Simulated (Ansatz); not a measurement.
# FeO (P4_2/mmc) in Ansatz: notebook, part 2 of 2

Ansatz 0.2.0. Earlier steps stand in the parts before.

## Step 7: Phonons, PBEsol, collinear spin, ferromagnetic start

Input file input.yaml:

```yaml
crystal:
  lattice:
    - [3.0458920022, 0.0, 0.0]
    - [0.0, 3.0458920022, 0.0]
    - [0.0, 0.0, 5.464211507]
  atoms:
    - { symbol: Fe, position: [0.5, 0.0, 0.5], spin: 3.0 }
    - { symbol: Fe, position: [0.0, 0.5, 0.0], spin: 3.0 }
    - { symbol: O, position: [0.5, 0.5, 0.25] }
    - { symbol: O, position: [0.5, 0.5, 0.75] }
hamiltonian:
  xc: pbesol
  pseudopotentials: { kind: paw }
magnetization:
  spin_polarized: true
kpoints:
  mp_grid: { grid: [8, 8, 4] }
scf:
  occupations: { method: fermi_dirac, width: 0.05 }
phonons:
  method: dfpt
```

Potentials or basis: Ansatz PAW.

Run with:

```
> ansatz run input.yaml --threads 2 --pin off --max-ram 5632MiB --backend cpu --events-out ev --progress --plain --runs-dir out
```

The log of the run:

```text
Warning: RAYON_NUM_THREADS=2 ignored (pool sized by the plan → 2); use --threads N
zone centre: on kpoints.mp_grid the ground state, and the responses unless they are solved on pairs of k-points, stand on 75 of the mesh's 256 k-points, reduced under 4 symmetry operations, with k and −k counted as one. Each operation leaves every solved displacement unchanged or reverses it
Engine: ansatz 0.2.0, x86_64-unknown-linux-gnu
Pseudopotentials: kind: paw
Pseudopotential: Fe, paw, valence charge 16, recommended cutoff 420 eV (normal), Fe.paw.azcp
Pseudopotential: O, paw, valence charge 6, recommended cutoff 420 eV (normal), O.paw.azcp
Functional definition: PBEsol
  exchange = pbesol_x
  correlation = pbesol_c
Crystal: 4 atoms, lattice volume = 50.694 Å³
Basis set: ecut = 420 eV, 987 PW (Γ), exchange–correlation on 48×48×80 points (8 copies of the dense FFT grid, shifted against one another)
Bands: 30, of which v1, the nominal top of the filled ones, is band 22 counted from 1 (21 counted from 0)
Symmetry: 16 space group operations
Space group: P42/mmc (ITA 131), of the structure as read, at distance tolerance 3.7e-5 Å
Magnetic group: BNS 131.435 (UNI 1095), of the structure as read, at distance tolerance 3.7e-5 Å
[... 42 lines left out ...]
  E_local      = -6104.331083  (includes V_loc(G=0)·N_el)
  E_nonlocal   = 555.274119
  E_hartree    = 2481.672721
  E_xc         = -369.669376
  E_vxc        = -476.228819  (∫ρ·V_xc dr)
  E_paw        = -2980.220167  (= ΣΔE_a)
  E_vpaw       = -673.615884  (= ΣTr[D̂ρ^β])
  E_aug_tail   = 0.005897  (compensation charges beyond the density's cutoff)
  E_ewald      = -4622.780117
  E_core_change = 0.428979  (= ΣΔE_core)
  E_smearing   = -0.047949  (= −TS)
  E_closure    = 0.000000  (closes the sum)
  Σ components = -10017.198987   (vs F -10017.198987, Δ=0.00e0)
--- Band table (eV; the first three rows and the last of 150) ---
  k-point 0 ↑: bands = ["-79.3999", "-79.3989", "-45.7551", "-45.7551", "-45.5923", "-45.5779", "-45.3178", "-45.3178", "-9.4914", "-8.4687", "1.9892", "4.2554", "4.2554", "5.7797", "6.2878", "6.4242", "6.4242", "6.4600", "6.9762", "7.0004", "7.0635", "7.0693", "7.0693", "7.6354", "10.2856", "10.2856", "10.6300", "14.7661", "16.3179", "22.3977"]
  k-point 1 ↑: bands = ["-79.3998", "-79.3991", "-45.7551", "-45.7551", "-45.5902", "-45.5800", "-45.3178", "-45.3178", "-9.3602", "-8.6409", "2.4791", "4.2960", "4.2960", "5.3030", "6.0343", "6.0343", "6.0589", "6.2904", "6.9889", "7.0506", "7.1203", "7.4778", "7.6026", "7.6026", "10.0617", "10.0617", "11.3477", "13.8501", "17.7090", "22.5192"]
  k-point 2 ↑: bands = ["-79.3994", "-79.3994", "-45.7551", "-45.7551", "-45.5851", "-45.5851", "-45.3178", "-45.3178", "-9.0207", "-9.0207", "3.7549", "3.7549", "4.3423", "4.3423", "5.7955", "5.7955", "6.2149", "6.2149", "7.0197", "7.0197", "7.2257", "7.2257", "8.0394", "8.0394", "9.7778", "9.7778", "12.6125", "12.6125", "20.0950", "20.0950"]
  k-point 74 ↓: bands = ["-75.4379", "-75.4379", "-41.7366", "-41.7366", "-41.7284", "-41.7284", "-41.6272", "-41.6272", "-7.9959", "-7.9959", "4.9363", "4.9363", "4.9890", "4.9890", "5.3570", "5.3570", "9.5784", "9.5784", "10.4718", "10.4718", "10.7828", "10.7828", "11.3544", "11.3544", "12.2297", "12.2297", "14.0130", "14.0130", "20.6111", "20.6111"]
--- Phonons (Γ-DFPT): 5 representative perturbations + reference, on 75 of 256 k-points (Σ response iterations 20) ---
  k mesh reduced under 4 symmetry operations, with k and −k counted as one. Each operation leaves every solved displacement unchanged or reverses it
  ASR residual: 3.541e-3 → 0.000e0 eV/Å²; symmetrization residual: 4.626e-6 eV/Å²
  ASR residual per site (eV/Å²): 3.54e-3 3.54e-3 9.06e-6 9.06e-6
  Γ frequencies (cm⁻¹): 0.00 0.00 0.00 145.85 145.85 157.85 157.85 242.17 286.22 287.51 287.51 316.96
  non-analytic LO–TO correction: not included (Born effective charges unavailable; polar crystals: no LO–TO splitting at Γ)
```

second_order_force_constants.tsv:

```text
# format = ansatz-second-order-force-constants/2
# a1_ang = 3.0458920022e0 0e0 0e0
[... 46 lines left out ...]
1	1	0	0	0	1	5.2635697421347425e0	5.577493118945435e-31	3.224777098881988e-30	5.577493118945435e-31	3.191901220574927e0	-3.389636702121535e-31	3.224777098881988e-30	-3.389636702121535e-31	8.319024938642146e0
[... 8 lines left out ...]
3	2	0	0	0	2	1.1132793150816902e0	1.348150961071065e-31	5.635271017277052e-31	-2.3881531310401725e-32	1.11327931508169e0	7.578052848677676e-31	3.362673682900114e-31	-6.805754940978395e-31	-1.1258462665284698e-1
3	3	0	0	0	3	2.5792660181694576e0	4.791713701635443e-31	-1.742889562472673e-29	4.791713701635443e-31	2.5792660181694567e0	1.8657446336251347e-30	-1.742889562472673e-29	1.8657446336251347e-30	4.707148125433776e0
```

Wall time 2.1 min (2 threads of Intel Xeon at 2.50GHz (Skylake/Cascade Lake), shared host); peak memory 0.92 GiB.

Results:

| Item | Value |
| --- | --- |
| Free energy | -10017.1990 eV |
| Band gap on the k mesh | none (metal or under the smearing width) |
| Net moment | 7.52 μB per cell |
| Absolute moment | 7.62 μB per cell |
| Site moments | Fe +3.24; O +0.23 μB |
| Highest phonon frequency at Γ | 317 cm⁻¹ |

Levels at points of the mesh, in eV from the Fermi level:
Spin up:
```
              k point  band 23  band 24  band 25  band 26  band 27  band 28  band 29  band 30
   (0.00, 0.00, 0.00)    -3.12    -2.56     0.09     0.09     0.44     4.57     6.12    12.20
  (0.00, 0.00, -0.50)    -2.15    -2.15    -0.42    -0.42     2.42     2.42     9.90     9.90
  (0.00, -0.50, 0.00)    -2.18    -1.96    -0.37    -0.12     2.77     4.89     4.98     9.17
 (0.00, -0.50, -0.50)    -2.59    -2.25    -0.63     0.09     3.16     4.97     6.47     7.50
  (-0.50, 0.00, 0.00)    -2.18    -1.96    -0.37    -0.12     2.77     4.89     4.98     9.17
 (-0.50, 0.00, -0.50)    -2.59    -2.25    -0.63     0.09     3.16     4.97     6.47     7.50
 (-0.50, -0.50, 0.00)    -2.20    -1.53    -1.53     0.56     1.46     6.00     9.04     9.04
(-0.50, -0.50, -0.50)    -1.71    -1.71    -1.01    -1.01     3.18     3.18     9.64     9.64
```
Spin down:
```tsv
k point	band 15	band 16	band 17	band 18	band 19	band 20	band 21	band 22
(0.00, 0.00, 0.00)	-3.31	-2.79	-2.62	-1.61	-0.56	0.52	0.52	0.57
(0.00, 0.00, -0.50)	-3.37	-3.37	-2.03	-2.03	0.08	0.08	0.64	0.64
(0.00, -0.50, 0.00)	-3.68	-3.41	-1.42	0.06	0.14	0.44	0.55	0.72
(0.00, -0.50, -0.50)	-4.41	-2.83	-1.44	-0.03	0.03	0.23	0.45	0.56
(-0.50, 0.00, 0.00)	-3.68	-3.41	-1.42	0.06	0.14	0.44	0.55	0.72
(-0.50, 0.00, -0.50)	-4.41	-2.83	-1.44	-0.03	0.03	0.23	0.45	0.56
(-0.50, -0.50, 0.00)	-4.21	-4.21	-1.09	-0.23	-0.23	0.43	0.62	0.62
(-0.50, -0.50, -0.50)	-4.84	-4.84	-0.62	-0.62	0.28	0.28	0.59	0.59
```

Phonon frequencies in cm⁻¹ (negative: imaginary):
```tsv
q point	frequencies
(0.000, 0.000, 0.000)	0 0 0 146 146 158 158 242 286 288 288 317
```

Caveat: semilocal functionals often make such compounds metallic where correlation or magnetic order opens a gap, which also shifts bond lengths; only a ferromagnetic start was run, and an antiferromagnetic order may lie lower in energy; the PAW data sets come from PBE, with cores solved anew for the run's functional, which leaves a small shift of forces and pressure.
